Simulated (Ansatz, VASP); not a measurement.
## Ti: VASP beside Ansatz

```
CELL_PARAMETERS angstrom
2.86387 0.00000 0.00000
-1.43193 2.48018 0.00000
0.00000 0.00000 4.53999
ATOMIC_POSITIONS crystal
Ti 0.33333 0.66667 0.25000
Ti 0.66667 0.33333 0.75000
```

Alike in both runs: task single point; functional LDA; k mesh 13 × 13 × 7; occupations fermi-dirac, width 0.1 eV; no spin polarisation.

|  | VASP | Ansatz |
| --- | --- | --- |
| version | VASP 6.6.1 | Ansatz 0.2.0 |
| potentials or method | VASP PAW LDA potentials, release 64 (Ti_sv) | plane waves (420 eV) with PAW, scalar-relativistic |
| plane-wave cutoff (eV) | 520 | 420 |
| valence electrons in the cell | 24 | 24 |

```csv
,VASP,Ansatz,Ansatz less VASP
pressure (GPa),-0.1,0.0,+0.10
```

Ansatz warned: «pseudo_functional_mismatch».
